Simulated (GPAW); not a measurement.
# Screening of a field by 1T-MgI2 monolayer, part 2 of 2

Wanted: the out-of-plane polarisability of 1T-MgI2 monolayer.

GPAW 26.7.0; GPAW, PAW setups; layer in a repeated cell with vacuum, relaxation of atoms and in-plane cell (the session's first sound run).

So far. Step 5 (In a field): The dipole is now -0.0438 e Å, against 7.0e-4 in the run without a field. Step 8 (Field on): The dipole is now 0.0438 e Å, against 7.0e-4 in the run without a field.

**9. Field on (continued)**

Level of this step: GPAW, PAW setups; slab in vacuum (GPAW).

The electrostatic potential energy of an electron (without an applied field's), less the Fermi level, planar mean by z:

z (Å), electrostatic potential energy of an electron (without an applied field's), less the Fermi level, planar mean (eV) and a bar from the least value:
```
      0.0        4.5 #############################
      0.5        5.0 ##############################
      1.0        5.0 ##############################
      1.5        5.0 ##############################
      2.0        5.0 ##############################
      2.5        5.0 ##############################
      3.0        5.0 ##############################
      3.5        5.0 ##############################
      4.0        5.0 ##############################
      4.5        5.0 ##############################
      5.0        4.9 ##############################
      5.5        4.4 #############################
      6.0        2.3 ##########################
      6.5       -5.2 ##############
      7.0      -14.3 
      7.5       -6.8 ############
      8.0       -2.2 ###################
      8.5       -4.6 ###############
      9.0       -3.8 ################
      9.5       -2.8 ##################
     10.0      -10.3 ######
     10.5      -13.7 #
     11.0       -2.9 ##################
     11.5        2.3 ##########################
     12.0        3.6 ############################
     12.5        3.9 ############################
     13.0        4.0 ############################
     13.5        4.0 ############################
     14.0        4.0 ############################
     14.5        4.0 ############################
     15.0        4.0 ############################
     15.5        4.0 ############################
     16.0        4.0 ############################
     16.5        4.0 ############################
     17.0        4.1 ############################
```

The dipole is now 0.0877 e Å, against 7.0e-4 in the run without a field.

**10. In a field**

run.py

```python
import json
import numpy as np
from ase import Atoms
from gpaw import GPAW, PW
from gpaw.external import ConstantElectricField

slab = Atoms(
    ['I', 'Mg', 'I'],
    positions=[
        [2.10196, 1.21357, 7.00000],
        [-0.00000, 0.00000, 8.67432],
        [0.00000, 2.42714, 10.34865]],
    cell=[[4.20393, -0.0, 0.0], [-2.10196, 3.64071, 0.0], [0.0, 0.0, 17.3486]],
    pbc=[True, True, False])

slab.calc = GPAW(mode=PW(400), xc='PBE', kpts={'size': (9, 9, 1), 'gamma': True},
                 occupations={'name': 'fermi-dirac', 'width': 0.05}, nbands='200%',
                 convergence={'density': 1e-05}, maxiter=200,
                 poissonsolver={'dipolelayer': 'xy'},
                 external=ConstantElectricField(0.3, [0, 0, 1]),
                 symmetry={'tolerance': 1e-3}, txt='slab.txt')
result = {}
energy = slab.get_potential_energy()
fermi = slab.calc.get_fermi_level()
v = slab.calc.get_electrostatic_potential().mean((0, 1)) - fermi
n = slab.calc.get_pseudo_density().mean((0, 1))
L = slab.cell[2, 2]
z = np.arange(len(v)) * L / len(v)
low, high = slab.positions[:, 2].min(), slab.positions[:, 2].max()
below, above = np.interp([low - 4.8, high + 4.8], z, v)
slopes = [np.interp(x, z, np.gradient(v, z)) for x in (low - 4.8, high + 4.8)]
eps = np.array([[slab.calc.get_eigenvalues(k, s) for k in range(len(slab.calc.get_ibz_k_points()))]
                for s in range(slab.calc.get_number_of_spins())]) - fermi
top, bottom = eps[eps < 0].max(), eps[eps > 0].min()
dipole = slab.get_dipole_moment()[2]
print(f'energy {energy:.4f} eV, Fermi level {fermi:.4f} eV, dipole {dipole:.5f} e A')
print(f'potential 4.8 A off the faces, from the Fermi level: lower {below:.4f} eV, upper {above:.4f} eV')
print(f'slope of the potential there: lower {slopes[0]:.5f}, upper {slopes[1]:.5f} eV/A')
print(f'nearest levels on the mesh: {top:.4f} and {bottom:.4f} eV')
print('magnetic moment', round(slab.get_magnetic_moment(), 3))
result.update(energy=energy, fermi=fermi, dipole=dipole, below=below, above=above, slopes=slopes, edges=[top, bottom],
              z=z.tolist(), v=v.tolist(), n=n.tolist(), positions=slab.positions.tolist(),
              forces=slab.get_forces(apply_constraint=False).tolist(), moments=slab.get_magnetic_moments().tolist())
json.dump(result, open('result.json', 'w'))
```

Started as:

```console
$ OMP_NUM_THREADS=1 OPENBLAS_NUM_THREADS=1 python run.py
```

Output:

```text
energy -7.7883 eV, Fermi level -1.0811 eV, dipole 0.13156 e A
potential 4.8 A off the faces, from the Fermi level: lower 5.2440 eV, upper 3.6886 eV
slope of the potential there: lower -0.00023, upper 0.00010 eV/A
nearest levels on the mesh: -1.9922 and 1.7019 eV
magnetic moment 0.0
```

Elapsed: 86 s, on 1 thread of Arm Neoverse V2, shared host; peak memory 0.29 GiB.

The dipole is now 0.132 e Å, against 7.0e-4 in the run without a field.

**11. The series**

The members are put on one axis.

This step: induced dipole against applied field (GPAW 26.7.0).

Dipole along the normal against field:

| field (V/Å) | dipole along the normal (e·Å) |
| --- | --- |
| -0.200 | -0.0877 |
| -0.100 | -0.0438 |
| -0.050 | -0.0219 |
| 0.000 | 7.0e-4 |
| 0.050 | 0.0219 |
| 0.100 | 0.0438 |
| 0.200 | 0.0877 |
| 0.300 | 0.132 |

**12. What came out**

| Property | Result |
| --- | --- |
| work function, upper and lower face (Fermi level placed in the gap by the smearing) | 4.229 and 4.235 eV |
| ionisation energy from the upper face (highest filled level on the mesh) | 6.47 eV |
| electron affinity from the upper face (lowest empty Kohn-Sham level on the mesh) | 2.75 eV |
| dipole along the normal | 7.0e-4 e Å, near the numerical noise |
| induced dipole per field | 0.438 e Å per V/Å |
| out-of-plane polarisability per area, α/(ε0 A) | 5.18 Å |

The field induces 0.438 e Å per V/Å, a polarisable thickness α/(ε0 A) of 5.18 Å beside 3.35 Å between the outermost nuclei. A perfect conductor would give the distance between its two image planes; a dielectric of thickness t gives t(1 - 1/ε). The levels nearest the Fermi level on the mesh lie 3.72 eV apart, so the slab is gapped there: the smearing puts the Fermi level inside the gap, and from either face the ionisation energy is the work function plus 2.2 eV. Both are Kohn-Sham levels on the mesh, and semilocal gaps are too small, so the affinity tends to come out too large and the ionisation energy too small. The induced dipole is linear in the field over this range. With elements this heavy, spin-orbit coupling can move band edges by tenths of an eV. The small printed dipole stands for a step of -8.3 meV from the lower to the upper face, and the probes find -6.5 meV; values this small are near the numerical noise of both. The layer's cell and atoms come from the relaxation; spin-orbit coupling and temperature are left out.

[Logs are printed without paths, hosts, clocks, repeated set-up lines and the standing remarks that a program may print on its own settings, such as how far it seeks lower states.]

[Hosts, paths, dates, database ids (printed as entryN), source tags and the programs' standing remarks are cut or masked in the printed files.]
